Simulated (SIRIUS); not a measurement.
# HfB2 (P6/mmm) in SIRIUS: equation of state

How stiff is HfB2 in PBEsol, and what volume does it want? The cell is scaled to several volumes.

Program: SIRIUS 7.12.0. These are calculated values, not measurements. Logs are shortened: lines on timing, memory, paths and dates and some standing lists are left out, and cuts for length are marked. The log counts tension as positive stress, the text compression.

## (1) The structure

The structure is hexagonal, space group P6/mmm (No. 191). Conventional cell: a = 3.140 Å, b = 3.140 Å, c = 3.480 Å, α = 90.00°, β = 90.00°, γ = 120.00°. Hf (site symmetry 6/mmm) is surrounded by 12 B at 2.51 Å. B (site symmetry -6m2) is surrounded by 3 B at 1.81 Å.

## (2) Equation of state, PBEsol, 9.31 Å³/atom (volume scaled by 0.94)

sirius.json

```json
{
  "control": {
    "processing_unit": "cpu",
    "std_evp_solver_name": "lapack",
    "gen_evp_solver_name": "lapack",
    "verbosity": 2,
    "print_forces": false,
    "ortho_rf": true,
    "use_second_variation": true,
    "rmt_max": 3.0,
    "num_bands_to_print": 24,
    "save_wf": true
  },
  "parameters": {
    "electronic_structure_method": "full_potential_lapwlo",
    "xc_functionals": ["XC_GGA_X_PBE_SOL", "XC_GGA_C_PBE_SOL"],
    "core_relativity": "dirac",
    "valence_relativity": "iora",
    "num_fv_states": 28,
    "smearing": "fermi_dirac",
    "smearing_width": 0.0018374661,
    "pw_cutoff": 20,
    "gk_cutoff": 3.94,
    "lmax_apw": 11,
    "lmax_rho": 8,
    "lmax_pot": 8,
    "num_mag_dims": 0,
    "auto_rmt": 0,
    "ngridk": [10, 10, 8],
    "shiftk": [0, 0, 0],
    "num_dft_iter": 80,
    "energy_tol": 1e-07,
    "density_tol": 1e-05,
    "use_symmetry": true
  },
  "settings": {"tol_ne": 1e-10},
  "iterative_solver": {"type": "exact"},
  "mixer": {"type": "anderson", "beta": 0.5, "max_history": 8},
  "unit_cell": {
    "lattice_vectors": [[5.8126093075, 0.0, 0.0], [-2.9063046537, 5.0338673225, 0.0], [0.0, 0.0, 6.4420001241]],
    "atom_types": ["B", "Hf"],
    "atom_files": {"B": "B.json", "Hf": "Hf.json"},
    "atoms": {"B": [[0.6666666667, 0.3333333333, 0.5], [0.3333333333, 0.6666666667, 0.5]], "Hf": [[0.0, 0.0, 0.0]]}
  }
}
```

B.json

```json
{
  "name": "boron",
  "symbol": "B",
  "number": 5,
  "mass": 10.811,
  "rmin": 1e-06,
  "rmt": 1.65,
  "nrmt": 800,
  "rinf": 17.81,
  "core": "",
  "valence": [
    {"basis": [{"enu": 0.29, "dme": 0, "n": 0, "auto": 0}, {"enu": 0.29, "dme": 1, "n": 0, "auto": 0}]},
    {"l": 0, "n": 1, "basis": [{"enu": 0.3359, "dme": 0, "n": 0, "auto": 0}]},
    {"l": 1, "n": 2, "basis": [{"enu": 0.39, "dme": 0, "n": 0, "auto": 0}]},
    {"l": 2, "n": 3, "basis": [{"enu": 0.39, "dme": 0, "n": 0, "auto": 0}]},
    {"l": 3, "n": 4, "basis": [{"enu": 0.39, "dme": 0, "n": 0, "auto": 0}]}
  ],
  "lo": [
    {
      "l": 0,
      "basis": [{"enu": 0.3359, "dme": 0, "n": 0, "auto": 0}, {"enu": 0.3359, "dme": 1, "n": 0, "auto": 0}]
    },
    {
      "l": 0,
      "basis": [{"enu": 0.3359, "dme": 1, "n": 0, "auto": 0}, {"enu": 0.3359, "dme": 2, "n": 0, "auto": 0}]
    },
    {
      "l": 0,
      "basis": [{"enu": -6.0364, "dme": 0, "n": 1, "auto": 1}, {"enu": -6.0364, "dme": 1, "n": 1, "auto": 1}]
    },
    {
      "l": 0,
      "basis": [{"enu": 0.3359, "dme": 0, "n": 0, "auto": 0}, {"enu": 4.7436, "dme": 0, "n": 0, "auto": 0}]
    },
    {"l": 1, "basis": [{"enu": 0.39, "dme": 0, "n": 0, "auto": 0}, {"enu": 0.39, "dme": 1, "n": 0, "auto": 0}]},
    {"l": 1, "basis": [{"enu": 0.39, "dme": 1, "n": 0, "auto": 0}, {"enu": 0.39, "dme": 2, "n": 0, "auto": 0}]},
    {"l": 1, "basis": [{"enu": 0.39, "dme": 0, "n": 0, "auto": 0}, {"enu": 5.4589, "dme": 0, "n": 0, "auto": 0}]},
    {"l": 2, "basis": [{"enu": 0.39, "dme": 0, "n": 0, "auto": 0}, {"enu": 0.39, "dme": 1, "n": 0, "auto": 0}]},
    {"l": 2, "basis": [{"enu": 0.39, "dme": 1, "n": 0, "auto": 0}, {"enu": 0.39, "dme": 2, "n": 0, "auto": 0}]},
    {"l": 2, "basis": [{"enu": 0.39, "dme": 0, "n": 0, "auto": 0}, {"enu": 6.12, "dme": 0, "n": 0, "auto": 0}]},
    {"l": 3, "basis": [{"enu": 0.39, "dme": 0, "n": 0, "auto": 0}, {"enu": 0.39, "dme": 1, "n": 0, "auto": 0}]}
  ],
  "free_atom": [... radial grid and density of the free atom, the start of the SCF ...]
}
```

Hf.json

```json
{
  "name": "hafnium",
  "symbol": "Hf",
  "number": 72,
  "mass": 178.49,
  "rmin": 1e-06,
  "rmt": 2.5,
  "nrmt": 800,
  "rinf": 17.22,
  "core": "1s2s2p3s3p3d4s4p4d",
  "valence": [
    {"basis": [{"enu": 0.29, "dme": 0, "n": 0, "auto": 0}, {"enu": 0.29, "dme": 1, "n": 0, "auto": 0}]},
    {"l": 0, "n": 1, "basis": [{"enu": 0.39, "dme": 0, "n": 0, "auto": 0}]},
    {"l": 1, "n": 2, "basis": [{"enu": 0.39, "dme": 0, "n": 0, "auto": 0}]},
    {"l": 2, "n": 3, "basis": [{"enu": 0.39, "dme": 0, "n": 0, "auto": 0}]},
    {"l": 3, "n": 4, "basis": [{"enu": 0.39, "dme": 0, "n": 0, "auto": 0}]},
    {"l": 4, "n": 5, "basis": [{"enu": 0.39, "dme": 0, "n": 0, "auto": 0}]}
  ],
  "lo": [
    {"l": 0, "basis": [{"enu": 0.39, "dme": 0, "n": 0, "auto": 0}, {"enu": 0.39, "dme": 1, "n": 0, "auto": 0}]},
    {
      "l": 0,
      "basis": [{"enu": -1.9607, "dme": 0, "n": 5, "auto": 1}, {"enu": -1.9607, "dme": 1, "n": 5, "auto": 1}]
    },
    {
      "l": 0,
      "basis": [{"enu": -1.9607, "dme": 1, "n": 5, "auto": 1}, {"enu": 0.39, "dme": 0, "n": 0, "auto": 0}]
    },
    {"l": 0, "basis": [{"enu": 0.39, "dme": 0, "n": 0, "auto": 0}, {"enu": 2.95, "dme": 0, "n": 0, "auto": 0}]},
    {"l": 1, "basis": [{"enu": 0.39, "dme": 0, "n": 0, "auto": 0}, {"enu": 0.39, "dme": 1, "n": 0, "auto": 0}]},
    {
      "l": 1,
      "basis": [{"enu": -0.813, "dme": 0, "n": 5, "auto": 1}, {"enu": -0.813, "dme": 1, "n": 5, "auto": 1}]
    },
    {"l": 1, "basis": [{"enu": -0.813, "dme": 1, "n": 5, "auto": 1}, {"enu": 0.39, "dme": 0, "n": 0, "auto": 0}]},
    {"l": 1, "basis": [{"enu": 0.39, "dme": 0, "n": 0, "auto": 0}, {"enu": 3.334, "dme": 0, "n": 0, "auto": 0}]},
    {"l": 2, "basis": [{"enu": 0.39, "dme": 0, "n": 0, "auto": 0}, {"enu": 0.39, "dme": 1, "n": 0, "auto": 0}]},
    {"l": 2, "basis": [{"enu": 0.39, "dme": 1, "n": 0, "auto": 0}, {"enu": 0.39, "dme": 2, "n": 0, "auto": 0}]},
    {"l": 2, "basis": [{"enu": 0.39, "dme": 0, "n": 0, "auto": 0}, {"enu": 2.886, "dme": 0, "n": 0, "auto": 0}]},
    {"l": 3, "basis": [{"enu": 0.39, "dme": 0, "n": 0, "auto": 0}, {"enu": 0.39, "dme": 1, "n": 0, "auto": 0}]},
    {
      "l": 3,
      "basis": [{"enu": -0.1373, "dme": 0, "n": 4, "auto": 1}, {"enu": -0.1373, "dme": 1, "n": 4, "auto": 1}]
    },
    {
      "l": 3,
      "basis": [{"enu": -0.1373, "dme": 1, "n": 4, "auto": 1}, {"enu": 0.39, "dme": 0, "n": 0, "auto": 0}]
    },
    {"l": 3, "basis": [{"enu": 0.39, "dme": 0, "n": 0, "auto": 0}, {"enu": 4.102, "dme": 0, "n": 0, "auto": 0}]},
    {"l": 4, "basis": [{"enu": 0.39, "dme": 0, "n": 0, "auto": 0}, {"enu": 0.39, "dme": 1, "n": 0, "auto": 0}]},
    {"l": 4, "basis": [{"enu": 0.39, "dme": 0, "n": 0, "auto": 0}, {"enu": 3.462, "dme": 0, "n": 0, "auto": 0}]}
  ],
  "free_atom": [... radial grid and density of the free atom, the start of the SCF ...]
}
```

sirius_start.json

```json
{
  "control": {
    "processing_unit": "cpu",
    "std_evp_solver_name": "lapack",
    "gen_evp_solver_name": "lapack",
    "verbosity": 1,
    "print_forces": false,
    "ortho_rf": true,
    "use_second_variation": true,
    "rmt_max": 3.0,
    "num_bands_to_print": 24,
    "save_wf": false
  },
  "parameters": {
    "electronic_structure_method": "full_potential_lapwlo",
    "xc_functionals": ["XC_LDA_X", "XC_LDA_C_PW"],
    "core_relativity": "dirac",
    "valence_relativity": "iora",
    "num_fv_states": 28,
    "smearing": "fermi_dirac",
    "smearing_width": 0.0055123983,
    "pw_cutoff": 20,
    "gk_cutoff": 3.15,
    "lmax_apw": 11,
    "lmax_rho": 8,
    "lmax_pot": 8,
    "num_mag_dims": 0,
    "auto_rmt": 0,
    "ngridk": [4, 4, 3],
    "shiftk": [0, 0, 0],
    "num_dft_iter": 30,
    "energy_tol": 0.01,
    "density_tol": 0.05,
    "use_symmetry": true
  },
  "settings": {"tol_ne": 1e-10},
  "iterative_solver": {"type": "exact"},
  "mixer": {"type": "anderson", "beta": 0.5, "max_history": 8},
  "unit_cell": {
    "lattice_vectors": [[5.8126093075, 0.0, 0.0], [-2.9063046537, 5.0338673225, 0.0], [0.0, 0.0, 6.4420001241]],
    "atom_types": ["B", "Hf"],
    "atom_files": {"B": "B.json", "Hf": "Hf.json"},
    "atoms": {"B": [[0.6666666667, 0.3333333333, 0.5], [0.3333333333, 0.6666666667, 0.5]], "Hf": [[0.0, 0.0, 0.0]]}
  }
}
```

Potentials or basis: all-electron FP-LAPW, apw+lo standard.

Run with:

```sh
> OMP_NUM_THREADS=1 sirius.scf --input=sirius_start.json --output=start.json
> OMP_NUM_THREADS=1 sirius.scf --input=sirius.json --output=output.json --task=1
```

Log:

```text
[info] SIRIUS version : 7.12.0
[info] number of MPI ranks           : 1
[info] MPI grid                      : 1 1
[info] maximum number of OMP threads : 1
[fft] FFT context for density and potential
[fft] =====================================
[fft]   plane wave cutoff                     : 20
[fft]   grid size                             : 40 40 45   total : 72000
[fft]   grid limits                           : -19 20   -19 20   -22 22
[fft]   number of G-vectors within the cutoff : 25391
[fft]   number of G-shells                    : 1316
[fft] FFT context for coarse grid
[fft] =====================================
[fft]   plane wave cutoff                     : 7.88
[fft]   grid size                             : 18 18 20   total : 6480
[fft]   grid limits                           : -8 9   -8 9   -9 10
[fft]   number of G-vectors within the cutoff : 1559
[fft]   number of G-shells                    : 109
[unit cell] lattice vectors
[unit cell]   a1 :       5.8126093075      0.0000000000      0.0000000000
[unit cell]   a2 :      -2.9063046537      5.0338673225      0.0000000000
[unit cell]   a3 :       0.0000000000      0.0000000000      6.4420001241
[unit cell] reciprocal lattice vectors
[unit cell]   b1 :       1.0809577893      0.6240912706     -0.0000000000
[unit cell]   b2 :       0.0000000000      1.2481825413      0.0000000000
[unit cell]   b3 :       0.0000000000     -0.0000000000      0.9753469708
[unit cell] unit cell volume :       188.49230553 [a.u.^3]
[unit cell] 1/sqrt(omega)    :         0.07283719
[unit cell] MT volume        :       103.08298535 (54.69%)
[unit cell] IT volume        :        85.40932018 (45.31%)
[unit cell] number of atom types : 2
[unit cell] type id : 0 symbol :  B mt_radius :   1.650000 num_atoms : 2
[unit cell] type id : 1 symbol : Hf mt_radius :   2.500000 num_atoms : 1
[unit cell] total number of atoms : 3
[unit cell] number of symmetry classes : 2
[... 417 lines left out ...]
[diagonalize] ik:   66   -5.855455   -5.855171   -1.785029   -0.650775   -0.646312   -0.631565    0.049069    0.049302    0.050650    0.051398    0.051421    0.052408    0.052571    0.078477    0.231249    0.279653    0.293600    0.374478    0.611703    0.657190    0.659128    0.690235    0.831911    0.832269
[diagonalize] ik:   67   -5.855401   -5.855225   -1.784544   -0.650384   -0.649063   -0.635685    0.048981    0.049974    0.050486    0.051135    0.051226    0.051894    0.053299    0.092569    0.189245    0.278651    0.319500    0.362934    0.639849    0.689784    0.698165    0.748077    0.773482    0.793903
[diagonalize] ik:   68   -5.855364   -5.855258   -1.784359   -0.651783   -0.648405   -0.637384    0.048878    0.050492    0.050635    0.050785    0.050900    0.051773    0.053599    0.102328    0.169390    0.273793    0.328700    0.369797    0.648449    0.707041    0.724498    0.735936    0.762896    0.781508
[diagonalize] ik:   69   -5.855346   -5.855280   -1.784288   -0.648477   -0.648157   -0.642061    0.049365    0.049844    0.050610    0.050771    0.050951    0.051384    0.053691    0.114773    0.151986    0.271142    0.354289    0.355187    0.652407    0.694872    0.734820    0.750664    0.762622    0.782583
[generate_core_charge_density] atom class : 0
[generate_core_charge_density] atom class : 1
[generate_core_charge_density]   n,l,k : 1 0 1  energy :       -2394.58083447
[generate_core_charge_density]   n,l,k : 2 0 1  energy :        -408.72362873
[generate_core_charge_density]   n,l,k : 2 1 1  energy :        -390.34072754
[generate_core_charge_density]   n,l,k : 2 1 2  energy :        -346.56066192
[generate_core_charge_density]   n,l,k : 3 0 1  energy :         -92.60570247
[generate_core_charge_density]   n,l,k : 3 1 1  energy :         -84.45821186
[generate_core_charge_density]   n,l,k : 3 1 2  energy :         -75.07669879
[generate_core_charge_density]   n,l,k : 3 2 2  energy :         -61.28592539
[generate_core_charge_density]   n,l,k : 3 2 3  energy :         -59.23928585
[generate_core_charge_density]   n,l,k : 4 0 1  energy :         -18.11194826
[... 28 lines left out ...]
[find] valence_eval_sum               :     -27.14832034
[find] core_eval_sum                  :   -9213.22812735
[find] kinetic energy                 :   16931.91563630
[find] enuc                           :  -18881.51093138
[find] <rho|V^{XC}>                   :    -412.59494718
[find] <rho|E^{XC}>                   :    -313.42034189
[find] <mag|B^{XC}>                   :       0.00000000
[find] <rho|V^{H}>                    :  -25759.69713681
[find] smearing (-TS)                 :      -0.00009235
[find] SCF correction                 :      -0.00004603
[find] Total energy                   :  -15142.86425141 (Ha),  -30285.72850282 (Ry)
[find] Free energy (E-TS)             :  -15142.86434376 (Ha),  -30285.72868752 (Ry)
[find] band gap (eV)                  :       0.00000000
[find] Efermi                         :       0.47874733
[find] iteration : 7, RMS (target) : 1.6178e-06 (1.0000e-05) , energy difference (target) : 5.9117e-09 (1.0000e-07)
[find] converged after 8 SCF iterations!
[find] Charges and magnetic moments
[find] --------------------------------------------------------------------------------
[find] atom      charge    core leakage
[find] --------------------------------------------------------------------------------
[find]    0    3.765819    0.000000e+00
[find]    1    3.765819    0.000000e+00
[find]    2   70.080329    3.437439e-06
[find] total core leakage    : 3.43743923e-06
[find] interstitial charge   : 4.388026
[find] total charge          : 81.999993
[find] Energy
[find] --------------------------------------------------------------------------------
[find] valence_eval_sum               :     -27.14832034
[find] core_eval_sum                  :   -9213.22812735
[find] kinetic energy                 :   16931.91563630
[find] enuc                           :  -18881.51093138
[find] <rho|V^{XC}>                   :    -412.59494718
[find] <rho|E^{XC}>                   :    -313.42034189
[find] <mag|B^{XC}>                   :       0.00000000
[find] <rho|V^{H}>                    :  -25759.69713681
[find] smearing (-TS)                 :      -0.00009235
[find] SCF correction                 :      -0.00004603
[find] Total energy                   :  -15142.86425141 (Ha),  -30285.72850282 (Ry)
[find] Free energy (E-TS)             :  -15142.86434376 (Ha),  -30285.72868752 (Ry)
[find] band gap (eV)                  :       0.00000000
[find] Efermi                         :       0.47874733
```

Wall time 1.7 min (1 thread of Arm Neoverse V2, shared host); peak memory 0.61 GiB.

Results:

| Property | Result |
| --- | --- |
| Free energy | -412058.3305 eV |
| Band gap on the k mesh | none (metal or under the smearing width) |
| All electrons inside the program's atomic spheres | Hf 70.08; B 3.77 (radii B 1.65, Hf 2.5 bohr) |

[end of part 1 of 3]
